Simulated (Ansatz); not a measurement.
# WS2 (R3m) in Ansatz: reference runs

How does WS2 come out in PBE? The cell is run as given and disturbed.

All numbers are computed with Ansatz 0.2.0; they aren't measurements. Logs are shortened: lines on timing, memory, paths and dates and some standing lists are left out, and cuts for length are marked.

## Step 1: The crystal as given

Symmetry: R3m, No. 160, trigonal system. The conventional cell has a = 3.158 Å, b = 3.158 Å, c = 18.490 Å, α = 90.00°, β = 90.00°, γ = 120.00°. Around W (site symmetry 3m) lie 6 S at 2.39 to 2.42 Å. S (site symmetry 3m) is surrounded by 3 W at 2.39 Å. Around S (site symmetry 3m) lie 3 W at 2.42 Å.

Measurements of this composition are mostly on another form, of space group No. 194.

## Step 2: Single point, PBE

input.yaml

```yaml
crystal:
  lattice:
    - [1.57900017, 0.91163617, 6.16332915]
    - [-1.57900017, 0.91163617, 6.16332915]
    - [0.0, -1.82327234, 6.16332915]
  atoms:
    - { symbol: W, position: [0.0, 0.0, 0.0] }
    - { symbol: S, position: [0.7503, 0.7503, 0.7503] }
    - { symbol: S, position: [0.581, 0.581, 0.581] }
kpoints:
  mp_grid: { grid: [10, 10, 10] }
scf:
  occupations: { method: fermi_dirac, width: 0.05 }
hamiltonian:
  xc: pbe
  pseudopotentials: { kind: all_electron, lapw: { basis_error: 0.001 } }
output:
  forces: true
  stress: true
  eigenvalues: true
  populations: true
```

Potentials or basis: all-electron LAPW, scalar-relativistic.

The run is started by

```
$ ansatz run input.yaml --threads 2 --pin off --max-ram 6144MiB --backend cpu --events-out ev --progress --plain --runs-dir out
```

Output:

```text
Warning: RAYON_NUM_THREADS=2 ignored (pool sized by the plan → 2); use --threads N
W: projections on atomic orbitals take those of the free atom 1s2 2s2 2p6 3s2 3p6 3d10 4s2 4p6 4d10 4f14 5s2 5p6 5d4 6s2, of charge +0.00 (hamiltonian.pseudopotentials.projection_atoms)
S: projections on atomic orbitals take those of the free atom 1s2 2s2 2p6 3s2 3p4, of charge +0.00 (hamiltonian.pseudopotentials.projection_atoms)
LAPW: plane waves up to 8.714 Å⁻¹, error target 1.0e-3 eV per atom; small_component_spin mean_spin; S in spheres of 1.026 Å, 14 of its electrons in bands, Dirac shells []; W in spheres of 1.365 Å, 44 of its electrons in bands, Dirac shells [] (how accurate: hamiltonian.pseudopotentials.lapw.basis_error, Limitations)
Engine: ansatz 0.2.0, aarch64-unknown-linux-gnu
Pseudopotentials: kind: all_electron
Pseudopotential: W, LAPW, valence charge 44, lapw/all_electron/scalar/gaussian/W, Koelling and Harmon's equation, gaussian nucleus
Pseudopotential: S, LAPW, valence charge 14, lapw/all_electron/scalar/gaussian/S, Koelling and Harmon's equation, gaussian nucleus
Functional definition: PBE
  parameter kappa = 0.804
  parameter beta = 0.06672455060314922
  exchange = pbe_x(kappa = kappa, mu = beta*pi^2/3)
  correlation = pbe_c(beta = beta)
Crystal: 3 atoms, lattice volume = 53.232 Å³
Basis set: ecut = 289.3215862340521 eV, 599 PW (Γ), FFT grids on a1−a3, a2−a3, a3, exchange–correlation at level 2
Bands: 44, of which v1, the nominal top of the filled ones, is band 36 counted from 1 (35 counted from 0)
Symmetry: 6 space group operations
Space group: R3m (ITA 160), of the structure as read, at distance tolerance 3.8e-5 Å
k-points: 116 of 1000 (time reversal used)
Non-local potential: W, projectors of the file, none
Non-local potential: S, projectors of the file, none
Initial density: superposition of atomic densities (chi_scale 0.1, normalization cell, long waves kept (reshape's long-wave potential 0.08 eV rms))
Initial wavefunctions: plane waves of lowest kinetic energy (no species holds an atomic orbital)
Functional: x = pbe(κ = 0.804, μ = 0.2195149727645171), c = pbe(β = 0.06672455060314922)
iter 1 solved again at ethr=1.25e-3 eV; its pass at ethr=1.00e-1 eV (dr2=8.99e-1 eV) is discarded
SCF iter   1: F=—  HF=-460930.374270 eV  |F-HF|=—  |Δ(HF+E_count)|=         —  Δρ=3.84e-2  dr2=9.01e-1  ethr=1.25e-3  ⟨swp⟩=2.0  Hψ=32865  notcnv=0
preconditioner: auto → Resta (q_TF=auto, 2.869 Å⁻¹)  ε∞=2.9  [insulator: Δε(μ)=1.047 eV  Ē_g=21.106 eV  σ=0.050 eV  W_gap=1.00  n_scr=28 (ndim 8)  ℏωp=28.8 eV  f_vac=0.134  D(μ)=0.00/eV (n_scr^D=0)  ε∞_Penn≈2.9]
SCF iter   2: F=—  HF=-460930.084358 eV  |F-HF|=—  |Δ(HF+E_count)|=   2.90e-1  Δρ=1.85e-2  dr2=4.97e-1  ethr=1.25e-3  ⟨swp⟩=2.9  Hψ=15091  notcnv=0
SCF iter   3: F=—  HF=-460930.008851 eV  |F-HF|=—  |Δ(HF+E_count)|=   7.55e-2  Δρ=1.30e-2  dr2=9.77e-2  ethr=6.91e-4  ⟨swp⟩=3.0  Hψ=15429  notcnv=0
iter 4 solved again at ethr=1.33e-5 eV; its pass at ethr=1.36e-4 eV (dr2=9.57e-3 eV) is discarded
SCF iter   4: F=—  HF=-460929.984445 eV  |F-HF|=—  |Δ(HF+E_count)|=   2.44e-2  Δρ=4.14e-3  dr2=9.58e-3  ethr=1.33e-5  ⟨swp⟩=2.0  Hψ=25504  notcnv=0
SCF iter   5: F=—  HF=-460929.985995 eV  |F-HF|=—  |Δ(HF+E_count)|=         —  Δρ=7.22e-4  dr2=3.60e-4  ethr=1.33e-5  ⟨swp⟩=2.0  Hψ=14331  notcnv=0
the basis was enlarged: its passes take 641.9 KiB over the memory plan, 2 of 2 planned eigensolver slots
SCF iter   6: F=—  HF=-460929.986370 eV  |F-HF|=—  |Δ(HF+E_count)|=   3.76e-4  Δρ=3.08e-4  dr2=1.65e-4  ethr=4.99e-7  ⟨swp⟩=3.0  Hψ=15189  notcnv=0
SCF iter   7: F=—  HF=-460929.986365 eV  |F-HF|=—  |Δ(HF+E_count)|=   5.78e-6  Δρ=9.22e-5  dr2=6.04e-6  ethr=2.29e-7  ⟨swp⟩=3.0  Hψ=14770  notcnv=0
SCF iter   8: F=—  HF=-460929.986376 eV  |F-HF|=—  |Δ(HF+E_count)|=   1.11e-5  Δρ=3.11e-5  dr2=5.95e-7  ethr=8.38e-9  ⟨swp⟩=3.0  Hψ=15139  notcnv=0
SCF iter   9: F=—  HF=-460929.986377 eV  |F-HF|=—  |Δ(HF+E_count)|=   1.49e-6  Δρ=1.05e-5  dr2=1.04e-7  ethr=8.26e-10  ⟨swp⟩=3.0  Hψ=15229  notcnv=0
SCF iter  10: F=-460929.986377 eV  HF=-460929.986377 eV  |F-HF|=4.21e-8  |Δ(HF+E_count)|=   3.50e-8  Δρ=5.99e-6  dr2=2.16e-8  ethr=1.44e-10  ⟨swp⟩=3.0  Hψ=14772  notcnv=0
SCF 1 converged in 10 iterations: F = -460929.986377 eV  dr2 = 2.16e-8
SCF converged after 10 iterations
Free energy (F): -460929.986377 eV
Harris-Foulkes:  -460929.986377 eV  (|F-HF|=4.21e-8)
Internal energy: -460929.986377 eV  (E = F + TS)
E sigma→0 (E₀):  -460929.986377 eV
Entropy (-TS):   -0.000000 eV (-0.000 meV/atom)
Fermi energy:    14.827052 eV
--- Per-component energies (eV) ---
  E_band       = -7346.331196
  E_kinetic    = 513709.186988
  E_xc         = -10230.680702
  E_electrostatic = -964408.492663  (all electrons and nuclei)
  E_smearing   = -0.000000  (= −TS)
  E_closure    = 0.000000  (closes the sum)
  E_atoms      = -460907.953505  (free atoms, spherical and without spin; not in F)
  Σ components = -460929.986377   (vs F -460929.986377, Δ=0.00e0)
  Basis errors (estimates in eV, not in F): energy 4.7e-4 per atom: plane waves 4.3e-4 (2.4e-4 summed), levels above the bands 3.7e-80, relativity 2.5e-8, radial functions 4.5e-5, core shells 2.8e-8; eigenvalues (radial functions only) 1.5e-6; not estimated: angular momenta, meshes, grids; target (lapw.basis_error) 1.0e-3; muffin-tin radii S 1.026 Å, W 1.365 Å
--- Forces (eV/Å), atoms counted from 1 ---
  atom   1  W      0.00000000     0.00000000    -0.61024396
  atom   2  S      0.00000000    -0.00000000     0.51189375
  atom   3  S      0.00000000     0.00000000     0.09832292
  max |Σ_I F_I| component: 2.73e-5 eV/Å
--- Stress (GPa, compression-positive) ---
        4.474718       0.000000      -0.000000
        0.000000       4.474718       0.000000
       -0.000000       0.000000       4.977434
  P = ⅓ Tr σ = 4.6423 GPa (46.423 kbar)
--- Band table (eV; the first three rows and the last of 116) ---
  k-point 0: bands = ["-404.2687", "-404.2669", "-404.2669", "-219.3327", "-219.3327", "-219.3225", "-219.3225", "-219.3121", "-191.7470", "-191.7446", "-136.5348", "-136.5348", "-136.5328", "-136.5328", "-136.4963", "-136.4884", "-60.2284", "-24.5393", "-24.3598", "-24.3598", "-14.5063", "-14.5063", "-14.4994", "-14.4849", "-14.4849", "-14.4821", "-14.4801", "-1.3341", "0.6591", "6.6775", "10.7961", "10.7961", "12.0455", "12.0455", "12.7613", "13.1405", "16.5284", "16.5284", "16.8717", "16.8717", "19.0384", "22.1115", "22.8227", "24.2374"]
  k-point 1: bands = ["-404.2687", "-404.2669", "-404.2669", "-219.3327", "-219.3327", "-219.3225", "-219.3225", "-219.3121", "-191.7470", "-191.7446", "-136.5348", "-136.5348", "-136.5328", "-136.5328", "-136.4963", "-136.4884", "-60.2266", "-24.5328", "-24.3954", "-24.3680", "-14.5064", "-14.5057", "-14.4983", "-14.4855", "-14.4851", "-14.4816", "-14.4813", "-1.1628", "0.7081", "6.8876", "10.3741", "10.9614", "11.4392", "11.7856", "12.8736", "13.2173", "16.3030", "16.5811", "16.6536", "16.9076", "19.7885", "22.6867", "22.9046", "24.1265"]
  k-point 2: bands = ["-404.2687", "-404.2669", "-404.2669", "-219.3327", "-219.3327", "-219.3225", "-219.3225", "-219.3121", "-191.7470", "-191.7446", "-136.5348", "-136.5348", "-136.5328", "-136.5328", "-136.4963", "-136.4884", "-60.2219", "-24.5159", "-24.4875", "-24.3895", "-14.5067", "-14.5044", "-14.4955", "-14.4872", "-14.4864", "-14.4837", "-14.4803", "-0.6848", "0.8450", "7.4236", "9.4863", "10.4672", "11.1855", "11.4496", "12.6400", "12.9910", "15.7317", "16.4371", "16.9106", "17.4645", "20.9529", "22.7105", "23.2576", "24.0566"]
  k-point 115: bands = ["-404.2687", "-404.2669", "-404.2669", "-219.3327", "-219.3327", "-219.3225", "-219.3225", "-219.3121", "-191.7470", "-191.7446", "-136.5348", "-136.5348", "-136.5328", "-136.5328", "-136.4963", "-136.4884", "-60.2284", "-24.5393", "-24.3598", "-24.3598", "-14.5063", "-14.5063", "-14.4994", "-14.4849", "-14.4849", "-14.4821", "-14.4801", "-1.1109", "0.2320", "7.7073", "10.4969", "10.7804", "10.7804", "12.0783", "12.0783", "14.3439", "16.6389", "16.6389", "16.7159", "16.7159", "19.2513", "22.5769", "24.0227", "24.0227"]
--- Löwdin populations: 3 sites ---
  site symbol       q [e]
     0      W     73.5350
     1      S     16.1096
     2      S     16.1238
  spilling = 0.002185 (of n_electrons = 106.000000)
```

Run time: 79 s. Hardware: 2 threads of Arm Neoverse V1, shared host; peak memory 0.67 GiB.

What came out:

| Quantity | Value |
| --- | --- |
| Free energy | -460929.9864 eV |
| Pressure | 4.6 GPa |
| Largest force | 0.610 eV/Å |
| Band gap on the k mesh | 1.07 eV, indirect (least direct gap 2.24 eV) |

Forces on the atoms (eV/Å):
```
W    0.000  0.000 -0.610
S    0.000  0.000  0.512
S    0.000  0.000  0.098
```

Stress tensor (GPa, compression positive):
```
4.47 0.00 0.00
0.00 4.47 0.00
0.00 0.00 4.98
```

Caveat: spin-orbit coupling is left out, which moves the levels of the heavy elements.

## Step 3: Single point, PBE (atoms moved at random, drawn with an rms of 0.05 Å)

input.yaml, as its differences from that of step 2:

```diff
@@ -6,5 +6,5 @@
   atoms:
-    - { symbol: W, position: [0.0, 0.0, 0.0] }
-    - { symbol: S, position: [0.7503, 0.7503, 0.7503] }
-    - { symbol: S, position: [0.581, 0.581, 0.581] }
+    - { symbol: W, position: [-0.012977, 0.010914, 0.008371] }
+    - { symbol: S, position: [0.755, 0.75076, 0.741822] }
+    - { symbol: S, position: [0.578203, 0.570675, 0.601519] }
 kpoints:
```

Potentials or basis: all-electron LAPW, scalar-relativistic.

The run is started by

```
$ ansatz run input.yaml --threads 2 --pin off --max-ram 6144MiB --backend cpu --events-out ev --progress --plain --runs-dir out
```

Run time: 5.8 min. Hardware: 2 threads of Arm Neoverse V1, shared host; peak memory 2.1 GiB.

The run converged. Its results:

```yaml
Free_energy: -460929.8796 eV
Pressure: 8.7 GPa
Largest_force: 1.944 eV/Å
Band_gap_on_the_k_mesh: 1.03 eV, indirect (least direct gap 1.89 eV)
```

Forces on the atoms (eV/Å):
```
W    1.100  0.154 -1.592
S   -0.546 -0.476  1.804
S   -0.554  0.323 -0.212
```

Stress tensor (GPa, compression positive):
```
 6.94 -1.31  0.18
-1.31  7.62 -3.55
 0.18 -3.55 11.69
```

Levels at points of the mesh, in eV from the valence-band top:
| k point | band 33 | band 34 | band 35 | band 36 | band 37 | band 38 | band 39 | band 40 |
| --- | --- | --- | --- | --- | --- | --- | --- | --- |
| (0.00, 0.00, 0.00) | -2.76 | -2.31 | -1.75 | -1.09 | 1.80 | 2.16 | 2.54 | 2.68 |
| (0.00, 0.00, -0.50) | -4.42 | -2.57 | -2.18 | -1.73 | 2.13 | 2.55 | 3.42 | 4.05 |
| (0.00, -0.50, 0.00) | -4.37 | -2.76 | -2.08 | -1.81 | 2.10 | 2.57 | 3.55 | 3.91 |
| (0.00, -0.50, -0.50) | -4.47 | -3.12 | -2.24 | -1.54 | 2.13 | 2.58 | 3.10 | 4.39 |
| (-0.50, 0.00, 0.00) | -4.53 | -2.60 | -2.08 | -1.69 | 2.18 | 2.55 | 3.38 | 4.01 |
| (-0.50, 0.00, -0.50) | -4.30 | -3.26 | -2.20 | -1.71 | 2.06 | 2.61 | 3.28 | 4.37 |
| (-0.50, -0.50, 0.00) | -4.36 | -3.24 | -2.26 | -1.60 | 2.09 | 2.59 | 3.08 | 4.41 |
| (-0.50, -0.50, -0.50) | -3.77 | -2.73 | -2.28 | 0.00 | 1.89 | 2.18 | 2.44 | 2.60 |

Caveat: spin-orbit coupling is left out, which moves the levels of the heavy elements.
